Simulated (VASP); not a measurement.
Input of a VASP 6.6.1 run:

Contents of POSCAR:

```
PbSe                                    
1.0
    0.0000000000      3.0519897383      3.0519897383
    3.0519897383      0.0000000000      3.0519897383
    3.0519897383      3.0519897383     -0.0000000000
  Pb              Se            
     1     1
Direct
     0.0000000000000000    0.0000000000000000    0.0000000000000000
     0.5000000000000000    0.5000000000000000    0.5000000000000000
```

Contents of INCAR.step1:

```
  ALGO = Normal
  EDIFF = 1E-5
  ENCUT = 520
  GGA = PE
  ISMEAR = 0
  KPAR = 4
  LASPH = T
  LCHARG = F
  LREAL = F
  LWAVE = T
  NELM = 80
  PREC = Accurate
  SIGMA = 0.03
```

Contents of INCAR.step2:

```
  ALGO = Normal
  EDIFF = 1E-6
  EDIFFG = -0.01
  ENCUT = 520
  GGA = PE
  HFSCREEN = 0.2
  IBRION = 2
  ISIF = 3
  ISMEAR = 0
  ISTART = 1
  KPAR = 4
  LASPH = T
  LCHARG = F
  LHFCALC = T
  LREAL = F
  LWAVE = F
  NELM = 80
  NSW = 25
  PREC = Accurate
  PRECFOCK = Fast
  SIGMA = 0.03
```

Contents of KPOINTS:

```
k-points
0
Gamma
  6 6 6
```

Potentials or basis: VASP PAW PBE potentials, release 64 (Pb_d, Se).

The run is started by

```sh
$ cat potpaw_PBE.64/Pb_d/POTCAR potpaw_PBE.64/Se/POTCAR > POTCAR
$ cp INCAR.step1 INCAR
$ mpirun -np 4 vasp_std > vasp.out
$ cp INCAR.step2 INCAR
$ mpirun -np 4 vasp_std > vasp.out
```

(1) What does it give for the space group after relaxing (to 0.05 Å)?

(2) Predict the relaxed cell.

(3) Predict the relaxed volume.

(4) Estimate the band gap on the k mesh.

## Answers

(1) Fm-3m (No. 225).

(2) a = 4.360 Å, b = 4.360 Å, c = 4.360 Å, α = 60.00°, β = 60.00°, γ = 60.00°.

(3) 29.30 Å³/atom.

(4) 0.80 eV, direct.

Caveat: the PAW data sets were made with another functional, which shifts forces and pressure a little; spin-orbit coupling is left out, which as a rule narrows the gap of such compounds by several tenths of an eV.
